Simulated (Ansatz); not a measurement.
Sr: vacancy migration on the Sr sublattice

Theory: DFT PBE, scalar-relativistic, plane waves, PAW (Ansatz 0.2.0). Settings: plane waves to 420 eV, k-mesh 4×4×4 (Γ-centred), Gaussian smearing 0.1 eV. No spin polarisation.

The perfect supercell:

```
Sr
1.0
     9.03846    3.01282    6.02564
    -9.03846   -3.01282    6.02564
     3.01282   -9.03846   -6.02564
Sr
20
Direct
  0.05000 0.35000 0.90000
  0.15000 0.05000 0.70000
  0.60000 0.20000 0.80000
  0.10000 0.70000 0.80000
  0.20000 0.40000 0.60000
  0.30000 0.10000 0.40000
  0.55000 0.85000 0.90000
  0.65000 0.55000 0.70000
  0.75000 0.25000 0.50000
  0.00000 0.00000 0.00000
  0.25000 0.75000 0.50000
  0.35000 0.45000 0.30000
  0.45000 0.15000 0.10000
  0.70000 0.90000 0.60000
  0.80000 0.60000 0.40000
  0.90000 0.30000 0.20000
  0.40000 0.80000 0.20000
  0.50000 0.50000 0.00000
  0.85000 0.95000 0.30000
  0.95000 0.65000 0.10000
```

Atom 1 (Sr) is removed, leaving a vacancy without charge, and atom 2 jumps 4.26 Å into it. The vacancy and the half-way point are each relaxed at fixed cell, keeping their symmetry. The supercell is small.

Problem. How high does the half-way point lie?

Solution. 0.44 eV above the relaxed vacancy, with the jumping atom 0.00 Å off the straight line, where the cell's symmetry pins it, so a bent path, which could be lower, wasn't tried. This is the barrier if that point is a first-order saddle, which wasn't checked.

Cost: 2 runs of about 35 core-minutes in all, on Arm Neoverse N1 (shared hosts).